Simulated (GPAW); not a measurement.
# PbSe (Clausthalite): one start, several treatments of the self-energy

Aim: compare treatments of exchange, screening and correlation for the gap of PbSe (Clausthalite).

Calculated with GPAW 26.7.0; PBE and many-body steps on it, plane waves.

**1. Set-up**

The structure is cubic, space group Fm-3m (No. 225). The conventional cell has a = 6.121 Å, b = 6.121 Å, c = 6.121 Å, α = 90.00°, β = 90.00°, γ = 90.00°. Pb has 6 Se at 3.06 Å nearest. Nearest to Se lie 6 Pb at 3.06 Å. Farther neighbours and most contacts between anions are not listed.

As a file:

```xyz
2
Lattice="0.0000 3.0607 3.0607 3.0606 0.0000 3.0606 3.0606 3.0606 0.0000" Properties=species:S:1:pos:R:3 pbc="T T T"
Pb    0.0000    0.0000    0.0000
Se    3.0606    3.0607    3.0606
```

The cell and positions come from the Crystallography Open Database and are kept as given unless a step says otherwise. Spin-orbit coupling is left out unless a step names it.

**2. Empty states on the mesh, 4×4×4 mesh, 140 bands**

This step: GPAW 26.7.0; DFT, PBE, plane waves, PAW.

The sums over transitions need many empty states on a uniform mesh; this step solves for them.

run.py reads:

```python
import json
import numpy as np
from gpaw.mpi import world
from gpaw import GPAW

calc = GPAW('gs.gpw').fixed_density(kpts={'size': (4, 4, 4), 'gamma': True},
    parallel={'domain': 1, 'band': 1},
    txt='nscf.txt')
calc.diagonalize_full_hamiltonian(nbands=140)
calc.write('full.gpw', mode='all')
res = {}
kpts = calc.get_ibz_k_points()
res['kpts'] = kpts
res['eigenvalues'] = [calc.get_eigenvalues(kpt=k) for k in range(len(kpts))]
res['n_electrons'] = calc.get_number_of_electrons()

if world.rank == 0:
    with open('result.json', 'w') as f:
        json.dump(res, f, default=lambda x: x.tolist())
```

On the command line:

```sh
> mpirun -n 4 gpaw python run.py
```

Numbers of over 12 decimals in the logs are rounded to 6 here.

The log of the run:

```text
Diagonalizing LCAO Hamiltonian
Converting LCAO to pw mode
convergence criteria:
- Maximum integral of absolute [eigenst]ate change: 4e-08 eV^2 / valence electron
maximum number of iterations: 100

SCF iterations
|iter     |     time |      energy | eigst |  dens |
|iter:   1|  |             | +1.50 |       |
|iter:   2|  |             | +0.72 |       |
|iter:   3|  |             | -0.94 |       |
[...]
|iter:   7|  |             | -5.56 |       |
|iter:   8|  |             | -6.65 |       |
|iter:   9|  |             | -7.45c|       |
SCF steps: 9
  __  _  _
 | _ |_)|_||  |
 |__||  | ||/\| - 26.7.0

Input parameters:
  mode=PW(ecut=450.000000),
  convergence={'density': 1e-06, 'bands': -3},
  gpts=array([24, 24, 24]),
  kpts=MonkhorstPack(size=(4, 4, 4), gamma=True),
  maxiter=100,
  nbands=17,
  occupations=Occupations(name='fermi-dirac', width=0.001, fixmagmom=False),
  parallel={'domain': 1, 'band': 1},
  xc=XC(name='PBE')
Matrix size: 1243x1243
# Writing to full.gpw (mode='all')
  [... matrices ...]

timing:  # [seconds]
  Total: 3.039  # ━━━━━━━━━━━━━━━━━━━━━━━━━━━━━━━━━━━━━━━━━━━━━━━━━━━━━━━━━━━
```

Wall time 7.5 s (4 MPI ranks of Intel Xeon Platinum 8375C at 2.90GHz (Ice Lake), shared host); peak memory 1 GiB.

This step gave:

- gap: 0.2446 eV
- k of the valence top: 0.5, 0.5, 0.5
- k of the conduction bottom: 0.5, 0.5, 0.5
- least direct gap: 0.2446 eV
- k points computed: 8
- lowest point of the top converged band, above the valence top: 86.5797 eV

On this mesh the gap is 0.245 eV.

**3. G0W0, Godby-Needs plasmon pole**

Now the one-shot GW correction: screening in the RPA, then the self-energy of the levels asked for.

This step: G0W0 on PBE, plane waves, PAW.

run.py reads:

```python
import json
import numpy as np
from gpaw.mpi import world
from gpaw.response.g0w0 import G0W0

gw = G0W0('full.gpw',
    filename='gw',
    kpts=[0, 7],
    bands=(8, 12),
    ecut=100,
    nbands=130,
    integrate_gamma='WS',
    ppa=True)
gw.calculate()
res = {mode: {k: v for k, v in r.items() if k != 'sigma_eskwn'}
       for mode, r in gw.all_results.items()}

if world.rank == 0:
    with open('result.json', 'w') as f:
        json.dump(res, f, default=lambda x: x.tolist())
```

On the command line:

```sh
> mpirun -n 4 gpaw python run.py
```

The log of the run:

```text
Using integrator: PointIntegrator
FrequencyGridDescriptor(from 0.000+0.000j to 0.000+27.211j eV, 2 points)
Nonperiodic BCs:  [False False False]
Using integrator: PointIntegrator
FrequencyGridDescriptor(from 0.000+0.000j to 0.000+27.211j eV, 2 points)
Nonperiodic BCs:  [False False False]
  ___  _ _ _
 |   || | | |
 | | || | | |
 |__ ||_____|
 |___|

BZ k-points: Symmetries present (total): 48

  [... matrices ...]
64 k-points: 4 x 4 x 4 Monkhorst-Pack grid + [1/8,1/8,1/8]
8 k-points in the irreducible part of the Brillouin zone
       k-points in crystal coordinates                weights
   0:     0.00000000    0.00000000    0.00000000          1/64
   1:     0.25000000    0.25000000    0.00000000          6/64
   2:     0.25000000    0.25000000    0.25000000          8/64
   3:     0.50000000    0.25000000   -0.25000000          6/64
   4:     0.50000000    0.25000000    0.25000000         12/64
   5:     0.50000000    0.50000000    0.00000000          3/64
   6:     0.50000000    0.50000000    0.25000000         24/64
   7:     0.50000000    0.50000000    0.50000000          4/64

Distributing spins, k-points and bands (1 x 2 x 4) over 4 processes
Number of blocks: 1

Quasi particle states:
k-points (IBZ indices): [0, 7]
Band range: (8, 12)
  [... matrices ...]
Computational parameters:
Plane wave cut-off: 100 eV
Number of bands: 130
Coulomb cutoff: None
Broadening: 0.1 eV

fxc modes: GW
Kernel: RPA
Using Godby-Needs plasmon-pole approximation:
  Fitting energy: i*E0, E0 = 1.000 Hartree
Summing all q:

Calculating screened Coulomb potential
No Coulomb truncation
FrequencyGridDescriptor(from 0.000+0.000j to 0.000+27.211j eV, 2 points)
Removing empty qpoint cache files...

Calculating chi0 body with:
    Ground state adapter containing:
    Number of spins: 1
    Number of kpoints: 64
    Number of irreducible kpoints: 8
    Number of completely occupied states: 10
    Number of partially occupied states: 10
    Occupied states memory: 2.109375 M / cpu

    Linear response parametrization:
    q_c: [0.0, 0.0, 0.0]
    Number of frequency points: 2
    Planewave cutoff: 100.0
    Number of bands: 130
    Number of planewaves: 137
    Broadening (eta): 1e-06
    comm.size: 4
    kncomm.size: 4
    blockcomm.size: 1

    Memory estimate of potentially large arrays:
        chi0_wGG: 0.572784 M / cpu
Integrating chi0 body.

Symmetries of q_c:
    Direct symmetries (Uq -> q): 48
    Indirect symmetries (TUq -> q): 0
In total 48 allowed symmetries.

  [... matrices ...]
8 groups of equivalent kpoints. 87.5% reduction.

Integral kind: response function
Integrating chi0 head and wings.

Symmetries of q_c:
    Direct symmetries (Uq -> q): 48
    Indirect symmetries (TUq -> q): 0
In total 48 allowed symmetries.

  [... matrices ...]
8 groups of equivalent kpoints. 87.5% reduction.

Integral kind: response function wings

Calculating chi0 body with:
    Ground state adapter containing:
    Number of spins: 1
    Number of kpoints: 64
    Number of irreducible kpoints: 8
    Number of completely occupied states: 10
    Number of partially occupied states: 10
    Occupied states memory: 2.109375 M / cpu

    Linear response parametrization:
[... the further q-points ...]

Results:
f:      Occupation numbers
eps:     KS-eigenvalues [eV]
vxc:     KS vxc [eV]
exx:     Exact exchange [eV]
sigma:   Self-energies [eV]
dsigma:  Self-energy derivatives
Z:       Renormalization factors
qp:      QP-energies [eV]

k-point 0 (0): (0.000, 0.000, 0.000)                GW
band       f     eps     vxc     exx   sigma  dsigma       Z      qp
                                                                   GW
   8   1.000   4.214 -14.165 -16.750   2.120  -0.301   0.769   3.856
   9   1.000   4.214 -14.165 -16.750   2.120  -0.301   0.769   3.857
  10   0.000  10.793 -13.474  -8.567  -4.646  -0.280   0.781  10.997
  11   0.000  10.793 -13.474  -8.567  -4.646  -0.280   0.781  10.997

k-point 1 (7): (0.500, 0.500, 0.500)                GW
band       f     eps     vxc     exx   sigma  dsigma       Z      qp
                                                                   GW
   8   1.000   4.628 -14.794 -17.183   1.937  -0.293   0.773   4.279
   9   1.000   6.140 -15.903 -16.812   0.771  -0.269   0.788   6.031
  10   0.000   6.385 -11.271  -8.143  -3.251  -0.246   0.803   6.286
  11   0.000   7.779 -11.907  -8.446  -3.485  -0.248   0.801   7.760
```

It took 33 s on 4 MPI ranks; peak memory 1.2 GiB.

This step gave:

```yaml
g0w0_gap_on_the_points_computed: 0.2546 eV
least_direct_g0w0_gap_on_the_computed_points: 0.2546 eV
z_at_the_valence_top: 0.7878
z_at_the_conduction_bottom: 0.8026
starting_gap_on_the_mesh: 0.2446 eV
k_of_the_valence_top: 0.5, 0.5, 0.5
k_of_the_conduction_bottom: 0.5, 0.5, 0.5
```

The gap on the mesh goes from 0.24 eV to 0.25 eV, a correction of +0.01 eV.

**4. G0W0, full frequency, Hilbert transform**

run.py, as its differences from that of step 3:

```diff
@@ -12,3 +12,5 @@
     integrate_gamma='WS',
-    ppa=True)
+    frequencies={'type': 'nonlinear', 'domega0': 0.1, 'omega2': 15.0},
+    eta=0.1,
+    nblocksmax=True)
 gw.calculate()
```

On the command line:

```sh
> mpirun -n 4 gpaw python run.py
```

The log of the run:

```text
Using integrator: PointIntegrator
NonLinearFrequencyDescriptor(from 0.000 to 104.597 eV, 270 points)
Nonperiodic BCs:  [False False False]
Using integrator: PointIntegrator
NonLinearFrequencyDescriptor(from 0.000 to 104.597 eV, 270 points)
Nonperiodic BCs:  [False False False]
  ___  _ _ _
 |   || | | |
 | | || | | |
 |__ ||_____|
 |___|

BZ k-points: Symmetries present (total): 48

  [... matrices ...]
64 k-points: 4 x 4 x 4 Monkhorst-Pack grid + [1/8,1/8,1/8]
8 k-points in the irreducible part of the Brillouin zone
       k-points in crystal coordinates                weights
   0:     0.00000000    0.00000000    0.00000000          1/64
   1:     0.25000000    0.25000000    0.00000000          6/64
   2:     0.25000000    0.25000000    0.25000000          8/64
[...]
6:     0.50000000    0.50000000    0.25000000         24/64
   7:     0.50000000    0.50000000    0.50000000          4/64

Distributing spins, k-points and bands (1 x 2 x 4) over 1 process
Number of blocks: 4

Quasi particle states:
k-points (IBZ indices): [0, 7]
Band range: (8, 12)
  [... matrices ...]
Computational parameters:
Plane wave cut-off: 100 eV
Number of bands: 130
Coulomb cutoff: None
Broadening: 0.1 eV

fxc modes: GW
Kernel: RPA
Using full-frequency real axis integration
Summing all q:

Calculating screened Coulomb potential
No Coulomb truncation
NonLinearFrequencyDescriptor(from 0.000 to 104.597 eV, 270 points)
Removing empty qpoint cache files...

Calculating chi0 body with:
    Ground state adapter containing:
    Number of spins: 1
    Number of kpoints: 64
    Number of irreducible kpoints: 8
    Number of completely occupied states: 10
    Number of partially occupied states: 10
    Occupied states memory: 2.109375 M / cpu

    Linear response parametrization:
    q_c: [0.0, 0.0, 0.0]
    Number of frequency points: 270
    Planewave cutoff: 100.0
    Number of bands: 130
    Number of planewaves: 137
    Broadening (eta): 0.1
    comm.size: 4
    kncomm.size: 1
    blockcomm.size: 4

    Memory estimate of potentially large arrays:
        chi0_wGG: 19.331474 M / cpu
Integrating chi0 body.

Symmetries of q_c:
    Direct symmetries (Uq -> q): 48
    Indirect symmetries (TUq -> q): 0
In total 48 allowed symmetries.

  [... matrices ...]
8 groups of equivalent kpoints. 87.5% reduction.

Integral kind: spectral function
Integrating chi0 head and wings.

Symmetries of q_c:
    Direct symmetries (Uq -> q): 48
    Indirect symmetries (TUq -> q): 0
In total 48 allowed symmetries.

  [... matrices ...]
8 groups of equivalent kpoints. 87.5% reduction.

Integral kind: spectral function wings

Calculating chi0 body with:
    Ground state adapter containing:
    Number of spins: 1
    Number of kpoints: 64
    Number of irreducible kpoints: 8
    Number of completely occupied states: 10
    Number of partially occupied states: 10
    Occupied states memory: 2.109375 M / cpu

[... the further q-points ...]

Results:
f:      Occupation numbers
eps:     KS-eigenvalues [eV]
vxc:     KS vxc [eV]
exx:     Exact exchange [eV]
sigma:   Self-energies [eV]
dsigma:  Self-energy derivatives
Z:       Renormalization factors
qp:      QP-energies [eV]

k-point 0 (0): (0.000, 0.000, 0.000)                GW
band       f     eps     vxc     exx   sigma  dsigma       Z      qp
                                                                   GW
   8   1.000   4.214 -14.165 -16.750   2.187  -0.434   0.697   3.936
   9   1.000   4.214 -14.165 -16.750   2.187  -0.434   0.697   3.936
  10   0.000  10.793 -13.474  -8.567  -4.762  -0.413   0.707  10.895
[...]
k-point 1 (7): (0.500, 0.500, 0.500)                GW
band       f     eps     vxc     exx   sigma  dsigma       Z      qp
                                                                   GW
[...]
10   0.000   6.385 -11.271  -8.143  -3.196  -0.324   0.756   6.333
  11   0.000   7.779 -11.907  -8.446  -3.464  -0.330   0.752   7.777
```

Elapsed: 52 s, on 4 MPI ranks; peak memory 1.5 GiB; 3.4 min of CPU time.

Numbers from this step:

```
G0W0 gap on the points computed              : 0.3085 eV
least direct G0W0 gap on the computed points : 0.3085 eV
Z at the valence top                         : 0.7460
Z at the conduction bottom                   : 0.7555
starting gap on the mesh                     : 0.2446 eV
k of the valence top                         : 0.5, 0.5, 0.5
k of the conduction bottom                   : 0.5, 0.5, 0.5
```

Against G0W0 in GPAW (4×4×4 mesh, 130 bands, screening to 100 eV, Godby-Needs plasmon pole), the gap moves by +0.054 eV.

**5. G0W0, multipole**

run.py, as its differences from that of step 4:

```diff
@@ -12,5 +12,3 @@
     integrate_gamma='WS',
-    frequencies={'type': 'nonlinear', 'domega0': 0.1, 'omega2': 15.0},
-    eta=0.1,
-    nblocksmax=True)
+    mpa={'npoles': 4, 'wrange': [0, 40], 'varpi': 20.0, 'eta0': 0.01, 'eta_rest': 1.0, 'alpha': 1})
 gw.calculate()
```

On the command line:

```sh
> mpirun -n 4 gpaw python run.py
```

The log of the run:

```text
Using integrator: PointIntegrator
FrequencyGridDescriptor(from 0.000+0.010j to 40.000+20.000j eV, 8 points)
Nonperiodic BCs:  [False False False]
Using integrator: PointIntegrator
FrequencyGridDescriptor(from 0.000+0.010j to 40.000+20.000j eV, 8 points)
Nonperiodic BCs:  [False False False]
  ___  _ _ _
 |   || | | |
 | | || | | |
 |__ ||_____|
 |___|

BZ k-points: Symmetries present (total): 48

  [... matrices ...]
64 k-points: 4 x 4 x 4 Monkhorst-Pack grid + [1/8,1/8,1/8]
8 k-points in the irreducible part of the Brillouin zone
[...]
GW
   8   1.000   4.214 -14.165 -16.750   2.194  -0.383   0.723   3.931
   9   1.000   4.214 -14.165 -16.750   2.194  -0.383   0.723   3.931
  10   0.000  10.793 -13.474  -8.567  -4.722  -0.386   0.722  10.926
[...]
k-point 1 (7): (0.500, 0.500, 0.500)                GW
band       f     eps     vxc     exx   sigma  dsigma       Z      qp
                                                                   GW
[...]
10   0.000   6.385 -11.271  -8.143  -3.180  -0.284   0.779   6.344
  11   0.000   7.779 -11.907  -8.446  -3.439  -0.295   0.772   7.796
```

Run time: 54 s. Hardware: 4 MPI ranks; peak memory 1.3 GiB; 3.6 min of CPU time.

This step gave:

```
G0W0 gap on the points computed              : 0.2890 eV
least direct G0W0 gap on the computed points : 0.2890 eV
starting gap on the mesh                     : 0.2446 eV
k of the valence top                         : 0.5, 0.5, 0.5
k of the conduction bottom                   : 0.5, 0.5, 0.5
```

Against G0W0 in GPAW (4×4×4 mesh, 130 bands, screening to 100 eV, Godby-Needs plasmon pole), the gap moves by +0.034 eV.

**6. The runs together**

Times are wall times on 4 MPI ranks of Intel Xeon Platinum 8375C at 2.90GHz (Ice Lake), shared host, good to a factor of about two.

```csv
run,mesh,bands,screening cutoff (eV),DFT gap (eV),gap on the mesh (eV),direct (eV),time
"G0W0, Godby-Needs plasmon pole",4×4×4,130,100,0.245,0.255,0.255,33 s
"G0W0, full frequency, Hilbert transform",4×4×4,130,100,0.245,0.309,0.309,52 s
"G0W0, multipole",4×4×4,130,100,0.245,0.289,0.289,54 s
```

**7. Outcome**

```yaml
g0w0_godby_needs_plasmon_pole: 0.255 eV
g0w0_full_frequency_hilbert_transform: 0.309 eV
g0w0_multipole: 0.289 eV
known_limits: not at the basis limit; model gap, bands may invert with spin-orbit coupling; no spin-orbit coupling; coarse k mesh
```

In words: G0W0, full frequency, Hilbert transform: +0.054 eV against G0W0, Godby-Needs plasmon pole. G0W0, multipole: +0.034 eV against G0W0, Godby-Needs plasmon pole. Bands and cutoff are finite, so the gap is not at the basis limit. The miss can reach some tenths of an eV and take either sign; the mesh is an error of its own. These stock PAW sets were not made for GW; the filled d or f shell of Se lies in the frozen core, which bears on start and correction. In the G0W0 runs levels were corrected at 2 k points alone, so a gap called «on the mesh» is the least over those, and an edge elsewhere would be missed. The 4×4×4 mesh is coarse for this cell, which bears on the long-range parts of exchange and screening. Where an edge is built on 6p states of lead, bismuth or thallium, scalar-relativistic gaps usually stand too wide, by a few tenths to over one eV. With atoms this heavy and so narrow a gap, spin-orbit coupling can invert the bands. These scalar-relativistic gaps are then model values, not to be set against experiment, and a spin-orbit change taken from DFT can't simply be added.

[Paths, hosts, dates, memory and timing lines, banners, echoed tables and standing remarks are left out of the program output.]

[Logs are printed without paths, hosts, clocks, repeated set-up lines and the standing remarks that a program may print on its own settings, such as how far it seeks lower states.]

[Runs of the session that timed out or met a known fault of the program may be left out.]

[Hosts, paths, dates, database ids (printed as entryN), source tags and the programs' standing remarks are cut or masked in the printed files.]
